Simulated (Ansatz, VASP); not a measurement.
# SiNi: VASP beside Ansatz

```
Ni Si
1.0
     0.00000    2.36985    2.36985
     2.36985    0.00000    2.36985
     2.36985    2.36985    0.00000
Ni Si
1 1
Cartesian
  0.0000 0.0000 0.0000
  2.3698 2.3698 2.3698
```

Alike in both runs: functional PBE; k mesh 15 × 15 × 15; occupations fermi-dirac, width 0.05 eV; no spin polarisation.

Ansatz relaxed the structure, and its values are those at the end. VASP's run is a single point on that final structure, the one shown.

|  | VASP | Ansatz |
| --- | --- | --- |
| version | VASP 6.6.1 | Ansatz 0.2.0 |
| potentials or method | VASP PAW PBE potentials, release 64 (Ni, Si) | PAW with Ansatz's default frozen-core files, scalar-relativistic |
| plane-wave cutoff (eV) | 520 | 420 |
| valence electrons in the cell | 14 | 22 |

VASP gave:

| Item | Value |
| --- | --- |
| pressure (GPa) | 0.1 |

Problem. Estimate Ansatz's values.

Solution. Pressure (GPa): 0.0.

The two sets of potentials don't hold the same shells in valence.

Spin polarisation is off, so any magnetic state and its effect on volume and gap are missing.
